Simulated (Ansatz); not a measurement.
# Ti2CF2 MXene monolayer in a perpendicular field, part 4 of 4

Wanted: the out-of-plane response of the Ti2CF2 MXene monolayer. A positive field points along +c.

Ansatz 0.2.0; plane-wave DFT, PBE-D3(BJ), Ansatz PAW.

So far. Step 11 (Relaxing in the field, field -0.1 V/Å): The dipole is -0.0244 e·Å. Step 12 (Response, atoms relaxed): The induced dipole is that of a conductor 5.56 Å thick.

## Step 13: A changed input

This step: plane-wave DFT, PBE-D3(BJ), Ansatz PAW (Ansatz 0.2.0).

An input spoilt on purpose, to show how the run answers: it repeats the earlier run at 0.1 V/Å with total_charge to 4, and scf.max_iter set to 100.

The input, input.yaml:

```yaml
crystal:
  lattice:
    - [3.0297104497, 0.0, 0.0]
    - [-1.5148552248, 2.6238062155, 0.0]
    - [0.0, 0.0, 22.7897370653]
  atoms:
    - { symbol: F, position: [0.3333333333, 0.6666666667, 0.3949146045] }
    - { symbol: Ti, position: [0.6666666667, 0.3333333333, 0.4500084229] }
    - { symbol: C, position: [0.0, 0.0, 0.5] }
    - { symbol: Ti, position: [0.3333333333, 0.6666666667, 0.5499915771] }
    - { symbol: F, position: [0.6666666667, 0.3333333333, 0.6050853955] }
kpoints:
  mp_grid: { grid: [18, 18, 1] }
  band_path:
    path: [[0, 0, 0], [0.5, 0, 0], [0.33333333, 0.33333333, 0], [0, 0, 0]]
    npoints: 16
hamiltonian:
  xc: pbe
  dispersion: d3bj
scf:
  occupations: { method: fermi_dirac, width: 0.02585 }
  convergence: { dr2_threshold: 1.0e-10 }
  max_iter: 100
efield:
  axis: 3
  dipole_correction: true
  ramp_position: 0.97
  ramp_width: 0.06
  amplitude: 0.1
output:
  write_potential: true
  write_density: true
  volumetric_format: npy
total_charge: 4
```

Started as:

```bash
$ ansatz run input.yaml --threads 4 --pin off --max-ram 6144MiB --backend cpu --events-out ev --progress --plain --runs-dir out
```

Numbers of over 12 decimals in the logs are rounded to 6 here.

Log:

```text
Error: efield: with total_charge ≠ 0 without external_charges — the saw-weighted dipole of a charged cell depends on the ramp position (the isolated-slab reference a dipole correction restores does not exist for a charged slab), so the field energy is ill-defined under the jellium convention; neutralise the cell or drop the efield: block, which crystal.periodic lets a charged slab do
```

Run time: 0.02 s. Hardware: 4 threads of Intel Xeon Platinum 8488C (Sapphire Rapids), shared host; peak memory 0.044 GiB.

The program refused the input before any cycle.

The program's message: “Error: efield: with total_charge ≠ 0 without external_charges — the saw-weighted dipole of a charged cell depends on the ramp position (the isolated-slab reference a dipole correction restores does no …”

The fault put into the input: a net charge in a cell with a dipole correction and no gate.

## Step 14: A changed input

Another changed input: it repeats the earlier run at 0.1 V/Å with scf.algorithm to direct_min and scf.mixing.preconditioner to local_kerker.

Edit input.yaml of step 13 so:

```diff
@@ -22,3 +22,4 @@
   convergence: { dr2_threshold: 1.0e-10 }
-  max_iter: 100
+  algorithm: direct_min
+  mixing: { preconditioner: local_kerker }
 efield:
@@ -33,2 +34 @@
   volumetric_format: npy
-total_charge: 4
```

Log:

```text
[...]
Crystal: 5 atoms, lattice volume = 181.164 Å³
Basis set: ecut = 420 eV, 3497 PW (Γ)
Bands: 26, of which v1, the nominal top of the filled ones, is band 21 counted from 1 (20 counted from 0)
Symmetry: 6 space group operations
k-points: 37 of 324 (time reversal used)
[...]
SCF iter   3: F=—  HF=-6873.896913 eV  |F-HF|=—  |Δ(HF+E_count)|=    3.64e0  Δρ=2.26e-2  dr2=2.71e0  ethr=3.97e-3  p=0.057 e·Å  D=5.72e-2 V/Å  ΔV_dip=-1.30 eV  dr2_dipole=2.61e-1  V_vac-E_F(+/−)=5.53/4.83 eV  ⟨swp⟩=6.0  Hψ=4597  notcnv=0  defer=16
eigensolver tolerance schedule calibrated: the retry pair's looser diagonalisation under-reported the residual by θ = 0.39 (0.37/decade); ethr = c·dr2/N_el runs at the constant in force after the calibration composes with the one it found (an armed cap, an earlier calibration), c = 7.5e-3
SCF iter   4: F=—  HF=-6873.576550 eV  |F-HF|=—  |Δ(HF+E_count)|=   3.20e-1  Δρ=3.67e-3  dr2=5.18e-2  ethr=4.84e-4  p=0.019 e·Å  D=1.85e-2 V/Å  ΔV_dip=-0.42 eV  dr2_dipole=3.71e-3  V_vac-E_F(+/−)=5.59/4.01 eV  ⟨swp⟩=6.3  Hψ=2638  notcnv=0  defer=103
[...]
SCF iter  11: F=-6873.569333 eV  HF=-6873.569333 eV  |F-HF|=2.64e-11  |Δ(HF+E_count)|=  2.09e-11  Δρ=2.94e-8  dr2=8.85e-13  ethr=1.00e-12  p=0.022 e·Å  D=2.21e-2 V/Å  ΔV_dip=-0.50 eV  dr2_dipole=1.32e-17  V_vac-E_F(+/−)=5.54/4.04 eV  ⟨swp⟩=2.0  Hψ=1751  notcnv=0
SCF 1 converged in 11 iterations: F = -6873.569333 eV  dr2 = 8.85e-13
[...]
SCF converged after 11 iterations
Stability not checked: this state was not tested for a lower state beside it, because a direct minimisation reached the state, and no test of it is asked (direct_minimisation; see scf.lower_state_search)
Free energy (F): -6873.569333 eV
[...]
Internal energy: -6873.565480 eV  (E = F + TS)
E sigma→0 (E₀):  -6873.567406 eV
Entropy (-TS):   -0.003852 eV (-0.770 meV/atom)
Fermi energy:    0.301193 eV
Dipole field:    D = 0.022114 V/Å  (p = 0.022140 e·Å, saw-weighted, corrected)
Work function:   not extracted (applied field tilts the vacuum); planar V_es + V_field profile in the machine report
[...]
--- Band table (eV; the first three rows and the last of 37) ---
  k-point 0: bands = [... 17 lower, -3.5844, -2.3585, -2.3585, 0.2647, 0.2647, 0.4907, 1.8904, 1.8904, ... 1 higher]
  k-point 1: bands = [... 17 lower, -3.5611, -2.4769, -2.3834, 0.2079, 0.3209, 0.5244, 1.8538, 1.8932, ... 1 higher]
  k-point 2: bands = [... 17 lower, -3.5076, -2.7813, -2.4465, 0.0203, 0.4801, 0.6493, 1.7970, 1.9218, ... 1 higher]
  k-point 36: bands = [... 17 lower, -4.1553, -4.1549, -3.1984, 0.7187, 1.3249, 1.3253, 2.3043, 2.3051, ... 1 higher]
```

It took 15 s on 4 threads; peak memory 0.67 GiB; 59 s of CPU time.

Numbers from this step:

```yaml
energy_at_zero_smearing: -6873.5674 eV
dipole_along_the_normal: 0.02214 e·Å
```

Electronic bands along the path, in eV, zero at the Fermi level:

| point | band 18 | band 19 | band 20 | band 21 | band 22 | band 23 | band 24 | band 25 |
| --- | --- | --- | --- | --- | --- | --- | --- | --- |
| Γ | -3.89 | -2.66 | -2.66 | -0.04 | -0.04 | 0.19 | 1.59 | 1.59 |
| halfway | -4.01 | -3.69 | -2.92 | -1.02 | 0.88 | 0.92 | 1.58 | 1.69 |
| M | -4.77 | -3.48 | -2.97 | -1.81 | 1.58 | 1.95 | 2.22 | 2.33 |
| halfway | -4.70 | -3.78 | -3.50 | -0.76 | 1.36 | 1.59 | 1.97 | 2.22 |
| K | -4.46 | -4.46 | -3.50 | 0.42 | 1.02 | 1.02 | 2.00 | 2.00 |
| halfway | -4.10 | -3.68 | -3.35 | -0.29 | -0.11 | 1.47 | 1.80 | 1.88 |
| Γ | -3.89 | -2.66 | -2.66 | -0.04 | -0.04 | 0.19 | 1.59 | 1.59 |

| quantity | this run | earlier run | difference |
| --- | --- | --- | --- |
| dipole along the normal (e·Å) | 0.02214 | 0.02214 | 1.3e-7 |

The dipole moves by under 0.5 % or 5e-5 e·Å.

Of the bands kept, 2 cross the Fermi level on this path.

## Step 15: Outcome

| Property | Result |
| --- | --- |
| gap without field | none |
| work function, upper face | 4.79 eV |
| equivalent conductor thickness, atoms held | 5.04 Å |
| equivalent conductor thickness, atoms relaxed | 5.56 Å |

What this shows: The induced dipole equals that of a perfect conductor 5.04 Å thick, while the outer atoms lie 4.79 Å apart. Letting the atoms follow the field adds 0.52 Å to the equivalent conductor thickness: the ionic part of the response. There is no gap over 0.03 eV, with or without the field. The first relaxation ran with spin and lost its moment, and the later runs have none; other magnetic states were not tried. The MXene's terminations sit over the metal atoms of its far layer; the site over carbon or nitrogen, which some compounds prefer, was not run.

[Logs are printed without paths, hosts, clocks, repeated set-up lines and the standing remarks that a program may print on its own settings, such as how far it seeks lower states.]

[Hosts, paths, dates, database ids (printed as entryN), source tags and the programs' standing remarks are cut or masked in the printed files.]

[Maps of the electrostatic potential energy from Ansatz leave out the sawtooth potential of an applied field or a dipole correction, so their vacuum need not be flat; planar profiles and work functions include it.]
